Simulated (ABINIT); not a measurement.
A calculation with ABINIT 10.8.3 (patched build) of InP (native input, structure from a POSCAR):

run.abi

```
pp_dirpath "./"
pseudos "In.GGA_PBE-JTH.xml, P.GGA_PBE-JTH.xml"

structure "poscar:POSCAR"
natom 2

ecut 22.0
pawecutdg 44.0
pawxcdev 0

kptopt 1
ngkpt 8 8 8
nshiftk 1
shiftk 0.0 0.0 0.0

ixc 11

nband 13
occopt 3
tsmear 0.00183747

nstep 100
tolvrs 1.0e-9

iomode 3
prtwf 0
prtden 0
prteig 0
prtebands 0
enunit 1
```

Contents of POSCAR:

```
InP
1.0
    0.0000000000      2.7688340000      2.7688340000
    2.7688340000      0.0000000000      2.7688340000
    2.7688340000      2.7688340000      0.0000000000
In P
1 1
Direct
    0.0000000000      0.0000000000      0.0000000000  In
    0.5000000000      0.5000000000      0.5000000000  P
```

Potentials or basis: JTH PAW PBE v2.0.

Launch:

```sh
$ abinit run.abi > log 2>&1
```

Measurements of this composition are mostly on another form, of space group No. 216.

Write the same calculation in another form: native input, structure typed inline.

As run:

run.abi

```
pp_dirpath "./"
pseudos "In.GGA_PBE-JTH.xml, P.GGA_PBE-JTH.xml"

acell 3*1.0
rprim
     0.0000000000     5.2323379446     5.2323379446
     5.2323379446     0.0000000000     5.2323379446
     5.2323379446     5.2323379446     0.0000000000
ntypat 2
znucl 49 15
natom 2
typat 1 2
xred
     0.0000000000     0.0000000000     0.0000000000
     0.5000000000     0.5000000000     0.5000000000

ecut 22.0
pawecutdg 44.0
pawxcdev 0

kptopt 1
ngkpt 8 8 8
nshiftk 1
shiftk 0.0 0.0 0.0

ixc 11

nband 13
occopt 3
tsmear 0.00183747

nstep 100
tolvrs 1.0e-9

iomode 3
prtwf 0
prtden 0
prteig 0
prtebands 0
enunit 1
```

Potentials or basis: JTH PAW PBE v2.0.

The run is started by

```sh
$ abinit run.abi > log 2>&1
```

Both were run:

|  | native input, structure from a POSCAR | native input, structure typed inline |
| --- | --- | --- |
| Pressure | -0.1 GPa | -0.1 GPa |
| Band gap on the k mesh | none (metal or under the smearing width) | none (metal or under the smearing width) |
| Valence electrons inside the program's atomic spheres | In 11.09; P 1.55 | In 11.09; P 1.55 |

Keys that steer only the numerical path or the files written may differ.
